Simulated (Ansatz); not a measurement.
# SrCl2 (Fm-3m), small polaron or free electron, part 2 of 2

Question: is an added electron in SrCl2 (Fm-3m) a free carrier or a small polaron? The trial puts it on one Sr atom. The model is a cell of 135 host atoms; several levels of theory are compared, with their cost.

Ansatz 0.2.0; plane-wave PAW DFT, PBE0 form with 0.331 exact exchange; relaxation of all atoms of a supercell at fixed charge in a uniform background.

So far: The starting structure; Relaxation with the electron, PBE0 (α = 0.331).

In doubt: the hybrid run may have settled on a false gap or state (step 2), so the values of those runs are not to be relied on; a hybrid run on one k-point (steps 2, 4), which bears on gaps, levels and energies.

**2. Relaxation with the electron, PBE0 (α = 0.331) (continued)**

Relaxation path:

```
step  energy less that of the first step (eV)  largest force component (eV/Å)
   1                                   0.0000                          0.3233
   2                                  -0.1815                          0.1940
   3                                  -0.2615                          0.0042
   4                                  -0.2615                          0.0052
```

The atoms that moved most (Å, from the sites as typed, ahead of the random displacement):

```
atom      dx      dy      dz  length
Cl38  -0.060   0.059  -0.060   0.103
Cl68   0.060  -0.058  -0.060   0.103
Cl23   0.059   0.059   0.059   0.103
Cl84   0.057   0.060  -0.059   0.102
Cl72   0.059  -0.059   0.058   0.101
Cl42  -0.058   0.059   0.058   0.101
Cl26  -0.058  -0.058   0.059   0.101
Cl87  -0.058  -0.059  -0.058   0.101
```

The moves above count from the input, in which the atoms at the trial site were already displaced.

The atoms nearest to the centre after the run:

```
atom  distance (Å)
Sr85         0.001
Cl23         2.988
Cl38         2.989
Cl42         2.989
Cl26         2.990
Cl72         2.990
Cl68         2.990
Cl84         2.991
Cl87         2.992
```

The sizes of the moments in the atoms' spheres add to about 0.2 μB, shared by more than 30 atoms in effect: the carrier has spread out.

**3. The states that it is compared with**

Its energy has a meaning only beside the cell without the carrier and the carrier left in the undistorted cell, under the same functional.

Times on 1 × NVIDIA GB200 with 32 threads of Arm Neoverse V2, shared host:

```
charge        start                          kind  largest moment on one atom (μB)  time
     0  ideal sites                    relaxation                                -  16 s
    −1  ideal sites  single point, state in doubt                             0.00  47 s
```

**4. States in the gap, PBE0 (α = 0.331)**

A single point on the relaxed atoms asks for the levels and how far each is spread.

qm1_M1_trap.hyb/input.yaml reads:

```yaml
crystal:
  checkpoint: "../qm1_M1_trap.hrelax.run"
  host: checkpoint
total_charge: -1
basis:
  ecutwfc: 420
  xc_grid: 2
hamiltonian:
  xc: { preset: pbe0, exx: 0.331 }
kpoints:
  mp_grid: { grid: [1, 1, 1] }
magnetization:
  spin_polarized: true
  initial_magnetization: 1
  spin_locking: { lock_magnetization: hard }
scf:
  occupations: { method: fixed }
  max_iter: 100
output:
  forces: true
  charged_corrections:
    epsilon: 3.02
    static_epsilon: 7.8
    defect_position: [0.333333, 0.666667, 0.6]
  eigenvalues: true
  eigenstates: { localisation: true }
  efg: {}
checkpoint:
  read: "../qm1_M1_trap.hrelax.run"
  write: "../qm1_M1_trap.hyb.run"
  compress: false
  write_wavefunctions: true
  write_every: 100000
```

The run is started by

```console
> ansatz run input.yaml --threads 32 --pin off --max-ram 84787MiB --backend cuda --events-out ev --progress --plain --runs-dir out --max-vram 78GiB
```

Numbers of over 12 decimals in the logs are rounded to 6 here.

The log of the run:

```text
[...]
crystal.checkpoint: the structure is that of <dir>, a `relax` run, at its step 4: its result, under {"exchange":"pbe","correlation":"pbe","exx":{"coeff":0.331,"omega":null}} at a charge of -1 e; 135 atoms read, 1 with a starting moment; [...]
Sr: output.efg is read without spin–orbit coupling, which moves field gradients at and beside such atoms by some per cent and up to a factor of two; PAW files take it under magnetization.noncollinear and magnetization.spin_orbit
[...]
GPU FFT provider: cuFFT
GPU libraries: cuBLAS 13.8.1, cuFFT 12.4.0, cuSOLVER 12.3.2
[...]
Crystal: 135 atoms, lattice volume = 3708.047 Å³
Basis set: ecut = 420 eV, 72505 PW (Γ), exchange–correlation on 200×200×360 points (8 copies of the dense FFT grid, shifted against one another)
Bands: 676, of which v1, the nominal top of the filled ones, is band 541 counted from 1 (540 counted from 0)
Symmetry: 1 space group operations
[...]
k-points: 1
[...]
Stability of the state it starts from, as read at its close in the collinear treatment: not read, because the functional holds exact exchange (a hybrid, or Hartree-Fock), whose exchange loop this test does not read (fock_operator); its run was given moments
[...]
GPU buffer pool allocated for 1800000 grid points (all kernels)
[...]
Frozen-core exchange: fock
[...]
SCF iter   2: F=-257238.475439 eV  HF=-257238.475439 eV  |Δ(HF+E_count)|=  4.07e-10  Δρ=5.03e-7 (↑5.03e-7 ↓4.79e-7)  dr2=1.05e-8  dr2_m=2.84e-10  M=1.000 μB ∫|m|=1.037 μB sched 2.37e-12)  Hψ=3461
SCF 1 converged in 2 iterations: F = -257238.475439 eV  dr2 = 1.05e-8
[...]
hybrid outer 1: dexx = +1.233e-9 eV, tail = 2.26e-8 eV
[...]
SCF 2 converged in 3 iterations: F = -257238.475439 eV  dr2 = 1.16e-10
[...]
Magnetization: 1.0000 μB (541.0000 up, 540.0000 down)
Absolute magnetization: 1.0387 μB (∫|ρ↑−ρ↓|, with the PAW one-centre terms)
[...]
Per-site moments (μB) at R_I (Å): [(0.00189276, 1.233572), (0.00117367, 1.233366), (0.00117465, 1.233572), [... 6 left out ...]
Free energy (F): -257238.475439 eV
[...]
Internal energy: -257238.475439 eV  (E = F + TS)
E sigma→0 (E₀):  -257238.475439 eV
Fermi energy:    9.008297 (↑ 9.008297, ↓ 1.460232) eV
[...]
--- Forces (eV/Å), atoms counted from 1 ---
  atom   1  Sr    -0.00335095     0.00079262    -0.00017660
  atom   2  Cl     0.00034202    -0.00004370     0.00292857
  [... 4 atoms left out ...]
  [... 129 more lines of this table ...]
  max |Σ_I F_I| component: 6.76e-6 eV/Å
--- PAW observables at the nuclei: V_zz in 10²¹ V/m², potentials from the cell's mean, atoms counted from 1 ---
  [...]
--- Charged-cell corrections in eV (Makov–Payne, q = -1.000 e, ε = 3.020 of the electrons, 7.800 with the ions) ---
[...]
E_corr1          = +0.417827  (monopole, q²α_M/2εL)
  F Makov-Payne    = n/a  (the rows are of the electrons' constant alone; ansatz place-levels tells what screens the charge)
[...]
--- Band table (eV) ---
[...]
```

Run time: 47 s. Hardware: 1 × NVIDIA GB200 with 32 threads of Arm Neoverse V2, shared host; peak memory 4.9 GiB; 5.2 min of CPU time.

In the SCF lines HF is the Harris–Foulkes energy and dr2 the Hartree energy of the density residual, in eV; the loop may stop once dr2 is under the threshold and the program's other checks hold. Hψ counts applications of the Hamiltonian.

States next to the filling edge at the first k-point, on the run's own zero (eigenstates.tsv). The participation number counts the atoms that a state is spread over, of 135; bands count from 0.

```
spin  band  energy (eV)  occupation  participation  largest share on  share
down   534        1.429        1.00           64.0              Cl51   0.02
down   535        1.429        1.00           63.9              Cl84   0.02
down   536        1.460        1.00           65.4              Cl47   0.02
down   537        1.460        1.00           65.4              Cl50   0.02
down   538        1.460        1.00           64.7              Cl38   0.02
down   539        1.460        1.00           64.7              Cl35   0.02
down   540        9.733        0.00          133.1              Cl21   0.01
down   541       10.132        0.00           92.6              Sr22   0.02
down   542       10.132        0.00          100.0               Sr4   0.02
down   543       10.132        0.00           94.7              Sr49   0.02
down   544       10.133        0.00          101.2              Sr85   0.02
  up   535        1.428        1.00           63.9              Cl84   0.02
  up   536        1.458        1.00           65.4              Cl47   0.02
  up   537        1.458        1.00           65.4              Cl50   0.02
  up   538        1.459        1.00           64.7              Cl38   0.02
  up   539        1.459        1.00           64.7              Cl35   0.02
  up   540        9.008        1.00          133.2              Cl33   0.01
  up   541       10.124        0.00           93.1              Sr22   0.02
  up   542       10.124        0.00          100.1               Sr4   0.02
  up   543       10.124        0.00           94.7              Sr49   0.02
  up   544       10.124        0.00          101.0              Sr85   0.02
  up   545       10.209        0.00           89.5              Sr37   0.02
```

Under PBE0 form with 0.331 exact exchange at the zone centre alone, the highest filled state is spin up, spread over 133 of 135 atoms, and the lowest empty one, 0.72 eV above it, is spin down, spread over 133 of 135 atoms.

**5. Placing the level against the band edges**

A charged cell interacts with its images and has another zero of potential than the host, so place-levels corrects and aligns it with a run of the defect-free crystal.

levels.hyb.yaml reads:

```yaml
host:
  run: host.hyb.run
states: [qm1_M1_trap.hyb.run, q0_ideal.hyb.run]
geometry_from:
  qm1_M1_trap.hyb.run: qm1_M1_trap.hrelax.run
  q0_ideal.hyb.run: q0_ideal.hrelax.run
  host.hyb.run: host.hrelax.run
chemical_potentials: {}
```

The run is started by

```console
> ansatz place-levels levels.hyb.yaml -- --threads 32 --pin off --max-ram 84787MiB
```

The log of the run:

```text
(0/-1) 7.850 eV above the valence edge, 0.277 eV under the conduction edge
formation energy of charge 0: -0.000 eV with the Fermi level at the valence edge
formation energy of charge -1: +7.850 eV with the Fermi level at the valence edge
  edges by {"exchange":"pbe","correlation":"pbe","exx":{"coeff":0.331,"omega":null}}, gap 8.127 eV; the host is sampled to repeats of 14.65 Å
  the defect's cells are sampled to repeats of 14.65 Å, like sampling
  charge 0: +0.000 eV for its dipole among its images, +0.000 omitted
  charge -1: -257238.3722 eV with its correction of +0.103 eV, at epsilon 7.8, aligned at sites: +0.0585 eV, mean over 84 atomic sites at or beyond 7.33 Å from the defect at [0.3333, 0.6667, 0.6000], with +0.000000 for the charge's moments and without [...]
  of the host: a hybrid's levels can ripple along a path where its exchange mesh is coarse, and an extremum then takes the crest, of which none of its warnings tells: converge the edges in the exchange mesh (kpoints.mp_grid)
  of states[1] (q0_ideal.hyb.run): its only k-point is the zone centre, where a defect's energies can be off by tenths of an eV or more: see "From the zone centre to a mesh" in the quickstart
  of states[0] (qm1_M1_trap.hyb.run): the width of its charge, or of the change of it in a vertical transition, is not read, and a band state would take no correction: its atoms do not stand at the places of the run that it is read beside, and its place is [...]
```

The job ended after 0.29 s (32 threads).

Counted from the neutral cell, this state lies 0.28 eV below a free electron at the conduction bottom. Since the carrier isn't localised, this number comes from the finite cell and the correction and is no binding energy.

**6. Relaxing again with PBEsol**

The relaxed structure is now handed to a plain semilocal functional and relaxed again, to see what is left without exact exchange or U. The start is the structure of PBE0 (α = 0.331), where the carrier had already spread, so this step is a weak test of trapping.

qm1_M1_trap.semirelax/input.yaml reads:

```yaml
crystal:
  checkpoint: "../qm1_M1_trap.hrelax.run"
  host: checkpoint
total_charge: -1
basis:
  ecutwfc: 420
  xc_grid: 2
hamiltonian:
  xc: pbesol
kpoints:
  mp_grid: { grid: [1, 1, 1] }
magnetization:
  spin_polarized: true
  initial_magnetization: 1
  spin_locking: { lock_magnetization: hard }
scf:
  occupations: { method: fermi_dirac, width: 0.01 }
  max_iter: 100
output:
  forces: true
  charged_corrections:
    epsilon: 3.02
    static_epsilon: 7.8
    defect_position: [0.333333, 0.666667, 0.6]
relax:
  f_tol: 0.02
  max_steps: 60
  escape_saddle: false
checkpoint:
  read: "../qm1_M1_trap.hrelax.run"
  write: "../qm1_M1_trap.semirelax.run"
  compress: false
  write_wavefunctions: true
  write_every: 100000
```

The run is started by

```console
> ansatz run input.yaml --threads 32 --pin off --max-ram 84787MiB --backend cuda --events-out ev --progress --plain --runs-dir out --max-vram 78GiB
```

Wall time 7.2 s (1 × NVIDIA GB200 with 32 threads); peak memory 4.6 GiB; 19 s of CPU time.

The forces were under the threshold from the start, so no atom moved.

From the single point at the end of this step. The sizes of the moments in the atoms' spheres add to about 0.2 μB, shared by more than 30 atoms in effect: the carrier has spread out.

**7. All levels of theory side by side**

```
   level of theory    atoms  gap (eV)  atoms that share the moment  localised  energy against the free electron (eV)  time for the trial state
PBE0 (α = 0.331) †  relaxed      8.13                 more than 30         no                                (-0.28)                   2.4 min
            PBEsol  relaxed      5.25                 more than 30         no                                 (0.08)                      16 s
```

Values in brackets belong to a carrier that is spread out or only partly localised: the correction assumes a localised charge, so they are not reliable.

† Here the hybrid relaxation or its single point carries a warning about the state that it reached (a narrow gap in its semilocal warm-up or between frontier levels), so a lower state with the carrier may exist.

**8. What came out**

* carrier localised (PBEsol): no
* state found, lowest state in doubt (PBE0 (α = 0.331)): spread out

What this shows: With PBE0 (α = 0.331) the electron did not stay localised from this start: it is shared by more than 30 of the 135 atoms in effect. The hybrid relaxation or its single point carries a warning about the state that it reached (a narrow gap in its semilocal warm-up or between frontier levels), so a lower state with the carrier may exist; the numbers describe the state found. It spreads at every relaxed level of theory in the table. Semilocal functionals favour spread carriers, so their answer alone decides nothing. A Sr ion seldom takes an electron in such a compound, so a start there is a weak test. With PBEsol the program finds carriers in host bands; the values here leave out its band-filling term. The point with the carrier in the undistorted cell ran without the search for lower states. One trial site was relaxed, so another site or form can lie lower. Keep in mind: no wide search over starts, one cell size, no temperature.

[Logs are printed without paths, hosts, clocks, repeated set-up lines and the standing remarks that a program may print on its own settings, such as how far it seeks lower states.]

[Hosts, paths, dates, database ids (printed as entryN), source tags and the programs' standing remarks are cut or masked in the printed files.]

[For some hosts the program warned that the k-mesh of the response run may be too coarse for force constants and the static dielectric constant; such warnings are not shown here.]
